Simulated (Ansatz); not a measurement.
The system is TiO2.

```xyz
9
Lattice="2.9683 0.0000 0.0000 0.0002 4.7076 0.0000 1.4836 0.2424 7.0835" Properties=species:S:1:pos:R:3 pbc="T T T"
Ti    0.0111    0.0020    0.0050
Ti    1.4933    2.3377    2.2452
Ti    2.9797    2.6161    4.8486
O     1.4969    0.9041    0.9105
O     2.9795    1.5111    3.2009
O     1.4967    1.6498    5.7110
O     2.9804    3.3042    1.3825
O     1.4963    3.4427    3.8925
O     2.9811    4.0496    6.1826
```

The cell comes from a database or a generator and needn't be the stable form of this composition.

```yaml
Program: Ansatz 0.2.0
Task: relaxation of cell and atoms
Functional: PBEsol
Dispersion: D3(BJ)
Potentials_or_basis: Ansatz PAW
Cutoff: "420 eV (not typed: the program's choice for these potentials)"
k_mesh: 9 × 6 × 4
Occupations: fermi-dirac, width 0.05 eV
Spin: no spin polarisation
```

At the start: volume 11.00 Å³/atom.

**Question.** How do energy, volume and symmetry change on relaxing?

**Answer.** It ends after 11 steps and the volume is 10.66 Å³/atom (-3.1 %); space group C2/m (No. 12, to 0.05 Å).

The path:
| step | energy change (eV) | largest force (eV/Å) | volume (Å³) |
| --- | --- | --- | --- |
| 1 | 0.0000 | 0.1896 | 98.98 |
| 2 | -0.0582 | 0.1788 | 96.66 |
| 3 | -0.0652 | 0.0389 | 96.08 |
| 4 | -0.0652 | 0.0264 | 96.10 |
| 5 | -0.0653 | 0.0280 | 96.13 |
| 6 | -0.0658 | 0.0094 | 96.11 |
| 7 | -0.0659 | 0.0090 | 96.10 |
| 8 | -0.0543 | 0.0091 | 96.10 |
| 9 | -0.0556 | 0.0168 | 95.86 |
| 10 | -0.0554 | 0.0043 | 95.93 |
| 11 | -0.0546 | 0.0043 | 95.93 |

Final structure:
```
Ti O
1.0
     2.93748   -0.00008    0.00012
     0.00008    4.62933   -0.02796
     1.46846    0.19621    7.05317
Ti O
3 6
Direct
  0.00369 0.00038 0.00070
  0.34472 0.48735 0.31863
  0.66260 0.51340 0.68277
  0.44119 0.19333 0.12559
  0.77940 0.29434 0.44920
  0.10332 0.29989 0.80134
  0.90396 0.70087 0.20007
  0.22789 0.70641 0.55221
  0.56608 0.80743 0.87582
```

Caveat: the plane-wave basis is chosen anew once the cell has moved, so the energies of steps on either side of that aren't comparable; the pressure holds a Pulay correction of +0.8 GPa for the finite cutoff; the PAW data sets come from PBE, with cores solved anew for the run's functional, which leaves a small shift of forces and pressure.
